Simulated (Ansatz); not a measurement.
**Ni under changes of volume**

One of the cells (10.492 Å³/atom); the others are scaled copies at fixed shape and fractional positions:

```xyz
1
Lattice="0.0000 1.7376 1.7376 1.7376 0.0000 1.7376 1.7376 1.7376 0.0000" Properties=species:S:1:pos:R:3 pbc="T T T"
Ni    0.0000    0.0000    0.0000
```

```yaml
Program: Ansatz 0.2.0
Functional: HSE06
Potentials_or_basis: Ansatz PAW
Cutoff: "420 eV (not typed: the program's choice for these potentials)"
k_mesh: 8 × 8 × 8
Occupations: fermi-dirac, width 0.05 eV
Spin: collinear spin, ferromagnetic start
Starting_moments: "[1.0] μB"
```

| volume (Å³/atom) | energy over the lowest point (meV/atom) | pressure (GPa) | moment (μB per cell) |
| --- | --- | --- | --- |
| 9.862 | 43.72 | 19.1 | 0.70 |
| 10.072 | 22.73 | 13.3 | 0.70 |
| 10.282 | 9.15 | 8.2 | 0.70 |
| 10.492 | 1.73 | 3.7 | 0.70 |
| 10.702 | 0.00 | -0.3 | 0.71 |
| 10.912 | ? | ? | ? |
| 11.122 | 7.96 | -5.6 | 0.84 |

Task: What does the run at 10.912 Å³/atom give?

Result: Energy over the lowest point 3.34 meV/atom; pressure -3.7 GPa; moment 0.73 μB per cell.

Worked out: A Birch-Murnaghan fit of order 3 (a polynomial in V^(-2/3)) to the other rows has its minimum at 10.69 Å³/atom with B0 = V·E''(V) = 169 GPa (rough, since the energies scatter). It gives 2.17 meV/atom at 10.912 Å³/atom, against the run's 3.34, and -dE/dV = -3.2 GPa, against -3.7. A parabola through the other rows of the moment, of slope 0.25 μB per Å³/atom there, gives 0.77 μB, against the run's 0.73.

Energies are extrapolated to zero smearing.

Caveats: all runs use coarse meshes; the magnetic or orbital state may not be the lowest; the PAW data sets come from PBE, with cores solved anew for the run's functional, which leaves a small shift of forces and pressure; the thresholds are loose for stress.
